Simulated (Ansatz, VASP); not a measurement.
Two plane-wave programs on LiF (Griceite)

Contents of INCAR:

```
  PREC = Accurate
  ENCUT = 520
  EDIFF = 1E-7
  ISMEAR = -1
  SIGMA = 0.05
  LREAL = F
  LASPH = T
  NELM = 80
  ALGO = Normal
  ISIF = 2
  LWAVE = F
  LCHARG = F
  GGA = PS
  NBANDS = 12
```

KPOINTS

```
Automatic mesh
0
Gamma
  11 11 11
```

POSCAR

```
LiF
1.0
    0.0000000000      2.0535002244      2.0535002244
    2.0535002244      0.0000000000      2.0535002244
    2.0535002244      2.0535002244      0.0000000000
F Li
1 1
Direct
    0.5000000000      0.5000000000      0.5000000000
    0.0000000000      0.0000000000      0.0000000000
```

input.yaml

```yaml
crystal:
  lattice:
    - [0.0, 2.0535002244, 2.0535002244]
    - [2.0535002244, 0.0, 2.0535002244]
    - [2.0535002244, 2.0535002244, 0.0]
  atoms:
    - { symbol: F, position: [0.5, 0.5, 0.5] }
    - { symbol: Li, position: [0.0, 0.0, 0.0] }
hamiltonian:
  xc: pbesol
  pseudopotentials: { kind: paw }
kpoints:
  mp_grid: { grid: [11, 11, 11] }
scf:
  occupations: { method: fermi_dirac, width: 0.05 }
output:
  forces: true
  stress: true
  eigenvalues: true
  write_density: true
  write_potential: true
  elf: true
  volumetric_format: npy
```

Change from the starting cell: volume scaled by 1.06.

Alike in both runs: task single point; functional PBEsol; k mesh 11 × 11 × 11; occupations fermi-dirac, width 0.05 eV; no spin polarisation.

|  | VASP | Ansatz |
| --- | --- | --- |
| version | VASP 6.6.1 | Ansatz 0.2.0 |
| potentials or method | VASP PAW PBE potentials, release 64 (F, Li_sv) | Ansatz PAW |
| plane-wave cutoff (eV) | 520 | 420 |
| valence electrons in the cell | 10 | 10 |

|  | VASP | Ansatz | Ansatz less VASP |
| --- | --- | --- | --- |
| gap on the k mesh at the Fermi level (eV) | 8.42 | 8.42 | 0.000 |
| least direct gap on the mesh (eV) | 8.42 | 8.42 | 0.000 |

With one functional, cell and mesh, what is left measures potentials, basis and numerics.

Caveats: an odd mesh through Γ misses points on the zone boundary, where band edges often lie (VASP); odd divisions of the mesh miss points on the zone boundary, where band edges often lie, so the gap on the mesh can be too wide (Ansatz).
